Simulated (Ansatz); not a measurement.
## ZnS at 30 GPa: from Born charge to LO–TO splitting and polaron coupling

Computed with DFT PBE, scalar-relativistic, plane waves, PAW (Ansatz 0.2.0). Plane waves to 420 eV; Γ-centred k mesh 10×10×10; fixed occupations. No spin polarisation. Phonons by linear response, acoustic sum rule imposed.

The cell, relaxed at 30 GPa:
```
CELL_PARAMETERS angstrom
0.00000 2.50520 2.50520
2.50520 0.00000 2.50520
2.50520 2.50520 0.00000
ATOMIC_POSITIONS crystal
Zn 0.00000 0.00000 0.00000
S 0.75000 0.75000 0.75000
```

The real crystal has changed phase below this pressure.

Linear response gives ν_TO = 390.3 cm⁻¹, Born charges ±1.668 e (positive on Zn) and ε∞ = 6.077. The primitive cell holds 31.445 Å³, and the masses are 65.380 and 32.060 amu.

Question: Find ν_LO and the static dielectric constant.

Answer: The long-wave field adds a restoring force: ω_LO² − ω_TO² = Z*²e²/(ε_vac ε∞ μV). In these units ν_LO² − ν_TO² = 4.92064×10⁷ Z*²/(μ V ε∞) cm⁻², with μ = m₁m₂/(m₁ + m₂) = 21.512 amu: 33289 cm⁻². So ν_LO = √(390.3² + 33289) = 430.9 cm⁻¹, and the run gives 430.9. Lyddane–Sachs–Teller then gives ε0 = ε∞ (ν_LO/ν_TO)² = 7.40, against 7.40 in the run (it forms both from the same three quantities, so the match checks the arithmetic only). Between ν_TO and ν_LO the dielectric function is negative and an undamped crystal reflects fully: a reststrahlen band from 23.2 to 25.6 μm.

Question: What do the Clausius–Mossotti polarisability and the Szigeti charge come to?

Answer: With the Lorentz local field, α = (3V/4π)(ε∞ − 1)/(ε∞ + 2) = 4.72 Å³ for the pair, and e_S = 3Z*/(ε∞ + 2) = 0.62 e. The Born charge includes the electrons' response to the dipole's own local field, and e_S takes that enhancement out. The Lorentz field assumes point-like polarisable ions, a poor picture once ε∞ is this large, since the electron clouds then overlap or are shared, so both numbers are formal here.

Question: How strongly does a slow electron couple to the LO mode?

Answer: For one isotropic parabolic band, Fröhlich's constant is α_F = (1/ε∞ − 1/ε0) √(m* Ry/ħω_LO), with Ry = 13.606 eV, ħω_LO = 53.4 meV and m* in free-electron masses: α_F = 0.0295 × 15.96 × √m* = 0.47 √m*. The band mass isn't part of this run; for m* = 0.1, 0.3 and 1 it gives 0.15, 0.26, 0.47. In weak coupling the polaron lies α_F ħω_LO below the band edge (14 meV at m* = 0.3) with a mass m*(1 + α_F/6); past α_F of about 5 or 6 that expansion fails. A semilocal functional's ε∞ tends to be too large, which taken alone lowers α_F.

Cost: 1 run of about 1.1 core-minutes, on Arm Neoverse V1 (shared hosts).

The polar response is modest: most of the static screening is electronic, and the lattice raises the dielectric constant only from 6.077 to 7.40. That contribution scales with the square of the Born charge and inversely with the square of the TO frequency, so a stiff bond-stretching mode and a charge of 1.668 e, below the formal divalent value, both hold it down. The reduced charge fits a partly covalent bond between Zn 4s/4p and S 3p states, in which some electron charge moves along with the displaced Zn ion and cancels part of the dipole.

The same small difference between electronic and static screening keeps the Fröhlich coupling weak for all three trial masses. A conduction-band minimum of Zn 4s character would probably be light and favour the lower values, whereas holes in the degenerate S 3p valence bands need a multiband treatment. The real TO frequency shows restoring forces against the zone-centre optical displacement only; it doesn't exclude soft acoustic modes elsewhere in the Brillouin zone.
